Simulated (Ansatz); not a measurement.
Two Ansatz runs on WC

The geometry is COD entry 2102244, unchecked; take it as a test cell. The listed cell was then made from it by scaling, straining or moving an atom.

First run: DFT, PBE, PAW with Ansatz's default frozen-core files, scalar-relativistic (Ansatz 0.2.0).

Command: `ansatz run input.yaml --threads 1 --pin off --max-ram 2048MiB --backend cpu --events-out ev --progress --plain --runs-dir out` The run took 13 s on 1 thread of Arm Neoverse V2 (shared host), peak memory 0.51 GiB.

```yaml
crystal:
  lattice:
    - [2.900501436, 0.0217537608, 0.0]
    - [-1.4314114086, 2.5010310469, 0.0]
    - [0.0, 0.0, 2.829]
  atoms:
    - { symbol: W, position: [0.0, 0.0, 0.0] }
    - { symbol: C, position: [0.6666666667, 0.3333333333, 0.5] }
kpoints:
  mp_grid: { grid: [13, 13, 12] }
scf:
  occupations: { method: fermi_dirac, width: 0.05 }
hamiltonian:
  xc: pbe
  pseudopotentials: { kind: paw }
output:
  forces: true
  stress: true
  eigenvalues: true
  efg: { contact_densities: true }
```

Result: converged; pressure 8.47 GPa; largest force 0.090 eV/Å; no gap on the k mesh; 6 SCF iterations.

No spin–orbit coupling, which matters for the heavy atoms here.

A second input differs as follows:

```diff
@@ -8,7 +8,8 @@
     - { symbol: C, position: [0.6666666667, 0.3333333333, 0.5] }
 kpoints:
-  mp_grid: { grid: [13, 13, 12] }
+  mp_grid: { grid: [1, 1, 1] }
 scf:
   occupations: { method: fermi_dirac, width: 0.05 }
+  max_iter: 100
 hamiltonian:
   xc: pbe
```

**Question.** What is wrong with it, and what does the program do?

**Answer.** The fault is one k-point for a small cell. The run converged; energy at zero smearing +1968.9 meV/atom from the first run; pressure 18.45 GPa; largest force 0.536 eV/Å; gap on the k mesh 2.33 eV (the mesh can miss the band edges); 7 SCF iterations. Such numbers aren't properties of the crystal. The log ends:
```
  atom   1  W  V_zz =  -106.132447   η = 0.0768   by run symmetry: allowed
            electrostatic potential = -14818.764895 V   contact ρ = 8822178.300051 e/Å³
  atom   2  C  V_zz =   -14.972027   η = 0.0408   by run symmetry: allowed
            electrostatic potential = -432.433797 V   contact ρ = 858.084654 e/Å³
--- Band table (eV) ---
  k-point 0: bands = ["-52.7411", "-17.1291", "-16.5009", "-16.4461", "6.4276", "16.6560", "17.6954", "17.9456", "21.8099", "24.1383", "24.2254", "26.5998", "26.7795"]
```
